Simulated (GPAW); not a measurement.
**ZrS2: single point with PBE**

ZrS2:

```xyz
3
Lattice="3.6914 0.0000 0.0000 -1.8457 3.1968 0.0000 0.0000 0.0000 6.0411" Properties=species:S:1:pos:R:3 pbc="T T T"
Zr    0.0000    0.0000    0.0000
S     0.0000    2.1312    1.4372
S     1.8457    1.0656    4.6038
```

The cell is a database's computed one.

```yaml
Program: GPAW 26.7.0
Task: single point
Functional: PBE
Potentials_or_basis: GPAW PAW data sets (gpaw-data 1.2.1)
Cutoff: 600 eV
Basis: pw
k_mesh: 8 × 8 × 5
Occupations: fermi-dirac, width 0.05 eV
Spin: no spin polarisation
```

The pressure is 0.2 GPa, the largest force is 0.016 eV/Å and the band gap on the k mesh is 1.05 eV, indirect (least direct gap 1.63 eV).

Forces in eV/Å, atoms in the order of the input:
```
Zr   0.000  0.000  0.000
S    0.000  0.000  0.016
S    0.000  0.000 -0.016
```

Stress tensor (GPa, compression positive):
```
-0.19  0.00  0.00
 0.00 -0.19  0.00
 0.00  0.00  0.92
```

Levels at points of the mesh, in eV from the valence-band top:
```
           k point  band 10  band 11  band 12  band 13  band 14  band 15
(0.00, 0.00, 0.00)    -0.09    -0.09    -0.05     1.59     1.59     2.43
(0.50, 0.50, 0.00)    -2.34    -1.65    -1.17     1.20     3.24     3.50
```

Run time: 44 s on 1 thread of Arm Neoverse V1, on a shared host, peak memory 0.2 GiB.

The gap isn't set beside the measured one, since this odd mesh misses points on the zone boundary.

Caveat: an odd mesh through Γ misses points on the zone boundary, where band edges often lie; this functional lacks dispersion, which binds the layers, so the pressure and a relaxed spacing across them are unreliable.
